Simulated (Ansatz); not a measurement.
# Electron scattering at the Σ3 (111) boundary in fcc Ir with Co (substitutional), part 2 of 3

Aim: the relaxed structure and the specific resistance of the Σ3 (111) boundary in fcc Ir with Co (substitutional).

Ansatz 0.2.0; Ansatz plane-wave DFT, PBE, PAW files, collinear spin; relaxation of a bicrystal slab with its lowest layers held; PAW set soft_1 (the session's first sound run).

So far. Step 2 (Relaxing the bicrystal): The largest force component on a free atom ends at 0.0054 eV/Å, under the tolerance of 0.03, after 5 steps.

## (3) Transmission across the boundary

Bulk layers of each grain are laid under and over the relaxed boundary, and a lead is named in the middle of each, away from the free faces. The mesh across the current, 26×26, is finer than the density's, because channels open and close sharply across the zone. Energies from -0.1 to 0.1 eV in steps of 0.05 eV are too few for the program's thermal sum, so it prints no conductance; for a metal the transmission near the Fermi level serves, at a fraction of the cost.

This step: Ansatz plane-wave DFT, PBE, PAW files, collinear spin; ballistic transport by layer matching (Landauer), zero bias; boundary relaxed in a short slab, bulk layers laid on; PAW set soft_1 (Ansatz 0.2.0).

System of this step: Σ3 (111) boundary in fcc Ir with Co (substitutional). The cell holds 38 atoms: 37 Ir and 1 Co. Its edges and angles: a = 5.430 Å, b = 2.715 Å, c = 47.835 Å, α = 90.0°, β = 90.0°, γ = 120.0°. It derives from Ir. Regions: lower grain, 16 atoms (16 Ir); boundary, 8 atoms (7 Ir and 1 Co); upper grain, 14 atoms (14 Ir). Vacuum lies along c.

The input, input.yaml:

```yaml
crystal:
  lattice:
    - [5.4297315514, 0.0, 0.0]
    - [-1.3574328878, 2.3511427296, 0.0]
    - [0.0, 0.0, 47.8345555086]
  atoms:
    - { symbol: Ir, position: [-1.6666666666, -6.6666666666, 0.0836215568] }
    - { symbol: Ir, position: [-1.1666666666, -6.6666666666, 0.0836215568] }
    - { symbol: Ir, position: [-1.4999999999, -6.0, 0.1299620861] }
    - { symbol: Ir, position: [-0.9999999999, -6.0, 0.1299620861] }
    - { symbol: Ir, position: [-1.3333333333, -5.3333333333, 0.1763026155] }
    - { symbol: Ir, position: [-0.8333333333, -5.3333333333, 0.1763026155] }
    - { symbol: Ir, position: [-1.1666666666, -4.6666666666, 0.2226431448] }
    - { symbol: Ir, position: [-0.6666666666, -4.6666666666, 0.2226431448] }
    - { symbol: Ir, position: [-0.9999999999, -4.0, 0.2689836742] }
    - { symbol: Ir, position: [-0.4999999999, -4.0, 0.2689836742] }
    - { symbol: Ir, position: [-0.8333333333, -3.3333333333, 0.3153242035] }
    - { symbol: Ir, position: [-0.3333333333, -3.3333333333, 0.3153242035] }
    - { symbol: Ir, position: [-0.6666666666, -2.6666666666, 0.3616647329] }
    - { symbol: Ir, position: [-0.1666666666, -2.6666666666, 0.3616647329] }
    - { symbol: Ir, position: [-0.5, -2.0, 0.4080052622] }
    - { symbol: Ir, position: [0.0, -2.0, 0.4080052622] }
    - { symbol: Ir, position: [0.6666666667, 0.6666666667, 0.4543457916] }
    - { symbol: Ir, position: [0.1666666667, 0.6666666667, 0.4543457916] }
    - { symbol: Ir, position: [0.8345814187, 0.3345814187, 0.50121887] }
    - { symbol: Ir, position: [0.3323915784, 0.3323915784, 0.500940982] }
    - { symbol: Co, position: [0.001105057, 0.001105057, 0.5464961858], spin: 2.0 }
    - { symbol: Ir, position: [0.4976484567, -0.0023515433, 0.546588443] }
    - { symbol: Ir, position: [0.835305201, 0.335305201, 0.5918147371] }
    - { symbol: Ir, position: [0.3315563462, 0.3315563462, 0.5921747385] }
    - { symbol: Ir, position: [-0.3332358931, -1.3332358931, 0.6383352671] }
    - { symbol: Ir, position: [0.1667641069, -1.3332358931, 0.6383352671] }
    - { symbol: Ir, position: [-0.4999025597, -1.9999025597, 0.6846757965] }
    - { symbol: Ir, position: [9.74403e-05, -1.9999025597, 0.6846757965] }
    - { symbol: Ir, position: [-0.6665692264, -2.6665692264, 0.7310163258] }
    - { symbol: Ir, position: [-0.1665692264, -2.6665692264, 0.7310163258] }
    - { symbol: Ir, position: [-0.8332358931, -3.3332358931, 0.7773568552] }
    - { symbol: Ir, position: [-0.3332358931, -3.3332358931, 0.7773568552] }
    - { symbol: Ir, position: [-0.9999025597, -3.9999025597, 0.8236973845] }
    - { symbol: Ir, position: [-0.4999025597, -3.9999025597, 0.8236973845] }
    - { symbol: Ir, position: [-1.1665692264, -4.6665692264, 0.8700379139] }
    - { symbol: Ir, position: [-0.6665692264, -4.6665692264, 0.8700379139] }
    - { symbol: Ir, position: [-1.333235893, -5.3332358931, 0.9163784432] }
    - { symbol: Ir, position: [-0.833235893, -5.3332358931, 0.9163784432] }
magnetization:
  spin_polarized: true
kpoints:
  mp_grid: { grid: [11, 11, 1] }
hamiltonian:
  xc: pbe
  pseudopotentials: { kind: paw, azcp: { folder: soft_1 } }
scf:
  occupations: { method: fermi_dirac, width: 0.1 }
output:
  transmission:
    leads: [[10, 12], [28, 30]]
    kmesh: [26, 26]
    e_range: [-0.1, 0.1]
    de: 0.05
  write_potential: true
  write_density: true
  volumetric_format: npy
  elf: true
```

Started as:

```console
> ansatz run input.yaml --threads 8 --pin off --max-ram 15360MiB --backend cpu --events-out ev --progress --plain --runs-dir out
```

Numbers of over 12 decimals in the logs are rounded to 6 here.

Log:

```text
[...]
Crystal: 38 atoms, lattice volume = 610.659 Å³
Basis set: ecut = 420 eV, 11937 PW (Γ)
Bands: 389, of which v1, the nominal top of the filled ones, is band 323 counted from 1 (322 counted from 0)
Symmetry: 2 space group operations
[...]
k-points: 36 of 121 (time reversal used)
[...]
Starting moments: Σ|m| = 2 μB on 1 of 38 sites
[...]
SCF iter   1: F=—  HF=-446788.172003 eV  |F-HF|=—  |Δ(HF+E_count)|=         —  Δρ=2.38e-2 (↑2.29e-2 ↓2.38e-2)  dr2=2.21e1  dr2_m=9.42e-2  M=2.212 μB ∫|m|=2.534 μB  β_m=0.30  ethr=3.10e-3  ⟨swp⟩=6.3  Hψ=96687  notcnv=0  defer=750
[...]
SCF iter  14: F=-446785.505263 eV  HF=-446785.505263 eV  |F-HF|=1.69e-8  |Δ(HF+E_count)|=   8.61e-9  Δρ=6.22e-7 (↑6.22e-7 ↓5.96e-7)  dr2=1.83e-8  dr2_m=1.61e-9  M=1.909 μB ∫|m|=2.449 μB  ethr=2.47e-12  ⟨swp⟩=10.1  Hψ=111064  notcnv=0
SCF 1 converged in 14 iterations: F = -446785.505263 eV  dr2 = 1.83e-8
[...]
transmission: 1926 of 19208 steps passed
transmission: 3846 of 19208 steps passed
[...]
transmission: 19208 of 19208 steps passed
WARN: The input density's exchange-correlation potential varies sharply where the density is thin. Do not read a vacuum level from v_tot or v_xc, or from such a field of the output density. On a cell that repeats whose density bears no net charge and no dipole along the vacuum's axis use v_es (v_loc + v_h of the components); under efield.dipole_correction with no amplitude use v_es + v_field, which holds any external [...]
SCF converged after 14 iterations
Magnetization: 1.9091 μB (323.9545 up, 322.0455 down)
Absolute magnetization: 2.4498 μB (∫|ρ↑−ρ↓|, with the PAW one-centre terms)
[...]
Per-site moments (μB) at R_I (Å): [(-0.00254117, 1.119882), (0.000238887, 1.119882), (0.000161176, 1.119882), (0.000594669, 1.119882), (0.000822458, 1.119882), (-0.000800138, 1.119882), (-0.00105045, 1.119882), (-0.00111654, 1.119882), (-0.0032729, 1.119882), (0.00275634, 1.119882), (0.00305146, 1.119882), (0.00105499, 1.119882), (0.012807, 1.119882), (-0.00450056, 1.119882), (-0.014444, 1.119882), (-0.00561759, 1.11 [...]
Free energy (F): -446785.505263 eV
[...]
Internal energy: -446784.176707 eV  (E = F + TS)
E sigma→0 (E₀):  -446784.840985 eV
Entropy (-TS):   -1.328556 eV (-34.962 meV/atom)
Fermi energy:    21.718032 eV
[...]
--- Band table (eV; the first three rows and the last of 72) ---
  k-point 0 ↑: bands = [... 319 lower, 21.5831, 21.5999, 21.6184, 21.6309, 21.6913, 21.7999, 21.8388, 21.8907, ... 62 higher]
  k-point 1 ↑: bands = [... 319 lower, 21.2256, 21.3194, 21.4198, 21.5213, 21.6306, 21.6592, 21.7743, 21.8303, ... 62 higher]
  k-point 2 ↑: bands = [... 319 lower, 20.9420, 21.0045, 21.0334, 21.0520, 21.0910, 21.1303, 21.1934, 21.2768, ... 62 higher]
  k-point 35 ↓: bands = [... 319 lower, 22.3630, 22.4039, 22.5143, 22.5442, 22.5605, 22.5719, 22.5809, 22.5901, ... 62 higher]
--- Transmission ---
  basis      : 111 plane waves across, 49 finite elements along
  points     : 196, standing for a mesh of 26 x 26
  energies   : 5 from -0.100000 to 0.100000 eV about the Fermi level, 0.050000 eV apart; the leads are filled to 0.000000 eV, and channels, transmission and decay are at 0.000000 eV
  crystal 0  : Ir2, at the sites [10, 12], period 2.2167 Å, over 19.95 Å; its Hamiltonian steps by up to 8.2 meV
    offset         : up to 0.0000 Å between an atom of the period and one for which it stands
    channels       : 3.168639e0 up, 3.174556e0 down
    conductance    : none, the energies end too early or step too widely for 300 K: set another output.transmission.e_range or a lower de, or, where they end at an eighth of basis.ecutwfc, a higher one
[...]
channels       : 3.121302e0 up, 3.121302e0 down
[...]
junction   : crystal 0 to crystal 1, 13.28 to 35.38 Å
    transmission   : 1.695138e0 up, 2.183298e0 down
[...]
```

Wall time 25 min (8 threads of Arm Neoverse V1, shared host); peak memory 11 GiB.

Numbers from this step:

```yaml
free_energy: -446785.5053 eV
energy_at_zero_smearing: -446784.8410 eV
fermi_energy: 21.72 eV
magnetization: 1.909 μB
absolute_magnetization: 2.450 μB
cell_area: 12.77 Å²
transmission_spin_up: 1.695
transmission_spin_down: 2.183
open_channels_spin_up: 3.169
open_channels_upper_lead_spin_up: 3.121
open_channels_spin_down: 3.175
open_channels_upper_lead_spin_down: 3.121
step_of_the_lead_s_potential: 8.2 meV
step_of_the_upper_lead_s_potential: 27.9 meV
```

Per spin. The transmission, zone mean by energy, zero at the Fermi level:

```csv
energy (eV),T up,T down
-0.1000,1.72,2.08
-0.0500,1.71,2.14
0.0000,1.70,2.18
0.0500,1.67,2.25
0.1000,1.67,2.30
```

Per spin. The open channels, zone mean by energy, zero at the Fermi level:

```csv
energy (eV),lead up,upper lead up,lead down,upper lead down
-0.1000,3.02,3.01,3.02,3.01
-0.0500,3.12,3.09,3.12,3.09
0.0000,3.17,3.12,3.17,3.12
0.0500,3.18,3.17,3.18,3.17
0.1000,3.20,3.21,3.21,3.20
```

Transmission over k1 and k2. At 0.0000 eV from the Fermi level, spin up.

Ten even steps from '_' (0.02) to '@' (3.31):
```
============++++**::++**####**####**++::**++++======
==============--==**++==++++======++++==++**==--====
----::::::--------++**##**==--::::::--==**##**++----
::--------------::::::--****++****##****++****--::::
======----++----========++++++==++++**++++==++++++==
++======----**----======++++==--++==++++++==++--==++
++++======----------======++++====**++==@@==++**====
==++++======----::----======++++==++****==::==****++
++++==++++==--------------==++++==++++**%%==__==%%**
%%**++==****++==--::::::--==++****==++**%%====##====
**--**######++==------==------==++######**--**######
######==**##======++++++++++++++======##**==########
##########**%%++++******++++++******++++%%**########
##########==**##======++++++++++++++======##**==####
**######**--**######++==------==------==++######**--
%%====##====%%**++==****++==--::::::--==++****==++**
++**%%==__==%%**++++==++++==--------------==++++==++
==++****==::==****++==++++======----::----======++++
++====**++==@@==++**====++++======----------======++
++++==--++==++++++==++--==++++======----**----======
====++++++==++++**++++==++++++========----++----====
::::::--****++****##****++****--::::::--------------
------++**##**==--::::::--==**##**++--------::::::--
======--==**++==++++======++++==++**==--============
========++++**::++**####**####**++::**++++==========
======++++++**##++++##%%%%##%%%%##++++##**++++++====
```
Columns: k1 (b1) from -0.5 to 0.462; rows upwards: k2 (b2) from -0.5 to 0.462.

Open channels over k1 and k2. At 0.0000 eV from the Fermi level, spin up.

Ten even steps from '_' (2.00) to '@' (6.00):
```
______________::::____++++++++++++++____::::________
__________________::::__::::++++++::::__::::________
::__________::++::++++++++::__________::++++++++::++
______::__::__________::::::++##++++++##++::::::____
::::::::::++::::::::::::::::::::::++++++::::::::::::
::::::::::::++::::::::::::::::::::__::++::__::::::::
::::::::::::::++::::::::::::::::::::::::@@::::::::::
::::::::::::::::__::::::::::::::::::::::++__++::::::
::::::::::::::::::::::::::::::::::::::::##::__::##::
##++::::++++++++::::::::::++++++++::::++##::++++++::
++::::##++++++::::::::++::::::::++++++##::::++++++++
++++++++++##++::::++++++++++++++::::++##++++++++++++
++++++++++++@@::::++++++++++++++++++::::@@++++++++++
++++++++++++++##++::::++++++++++++++::::++##++++++++
++++++++++::::##++++++::::::::++::::::::++++++##::::
##::++++++::##++::::++++++++::::::::::++++++++::::++
::::##::__::##::::::::::::::::::::::::::::::::::::::
::::::::++__++::::::::::::::::::::::__::::::::::::::
::::::::::::@@::::::::::::::::::::::::++::::::::::::
::::::::::__::++::__::::::::::::::::::::++::::::::::
::::::::::::::++++++::::::::::::::::::::::++::::::::
______::::::++##++++++##++::::::__________::__::____
::++::++++++++::__________::++++++++::++::__________
__________::::__::::++++++::::__::::________________
__________::::____++++++++++++++____::::____________
____________++++____++++++++++++++____++++__________
```
Columns: k1 (b1) from -0.5 to 0.462; rows upwards: k2 (b2) from -0.5 to 0.462.

(Continued in part 3 of 3.)

[Logs are printed without paths, hosts, clocks, repeated set-up lines and the standing remarks that a program may print on its own settings, such as how far it seeks lower states.]

[Hosts, paths, dates, database ids (printed as entryN), source tags and the programs' standing remarks are cut or masked in the printed files.]
